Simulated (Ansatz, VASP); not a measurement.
C: VASP beside Ansatz

File INCAR:

```
ALGO = Normal
EDIFF = 1E-6
ENCUT = 520
GGA = PE
ISIF = 2
ISMEAR = 0
LASPH = T
LCHARG = F
LREAL = F
LWAVE = F
NBANDS = 11
NELM = 100
PREC = Accurate
SIGMA = 0.02
```

File KPOINTS:

```
k-points
0
Gamma
  12 12 12
```

The input POSCAR:

```
C
1.0
    0.0000000000      1.8034185768      1.8034185768
    1.8034185768      0.0000000000      1.8034185768
    1.8034185768      1.8034185768      0.0000000000
C
2
Direct
    0.0000000000      0.0000000000      0.0000000000
    0.2500000000      0.2500000000      0.2500000000
```

Input for Ansatz:

```yaml
crystal:
  lattice:
    - [0.0, 1.8034185762, 1.8034185762]
    - [1.8034185762, 0.0, 1.8034185762]
    - [1.8034185762, 1.8034185762, 0.0]
  atoms:
    - { symbol: C, position: [0.0, 0.0, 0.0] }
    - { symbol: C, position: [0.25, 0.25, 0.25] }
basis:
  ecutwfc: 420
kpoints:
  mp_grid: { grid: [12, 12, 12] }
hamiltonian:
  xc: pbe
scf:
  occupations: { method: gaussian, width: 0.02 }
output:
  forces: true
  stress: true
  eigenvalues: true
```

Alike in both runs: task single point; functional PBE; k mesh 12 × 12 × 12; occupations gaussian, width 0.02 eV; no spin polarisation.

```csv
,VASP,Ansatz
version,VASP 6.6.1,Ansatz 0.2.0
potentials or method,"VASP PAW PBE potentials, release 64 (C)","scalar-relativistic, plane waves, PAW"
plane-wave cutoff (eV),520,420
valence electrons in the cell,8,8
```

```tsv
	VASP	Ansatz	Ansatz less VASP
gap on the k mesh at the Fermi level (eV)	4.08	4.09	+0.011
least direct gap on the mesh (eV)	5.50	5.51	+0.008
pressure (GPa)	-11.5	-12.1	-0.55
```
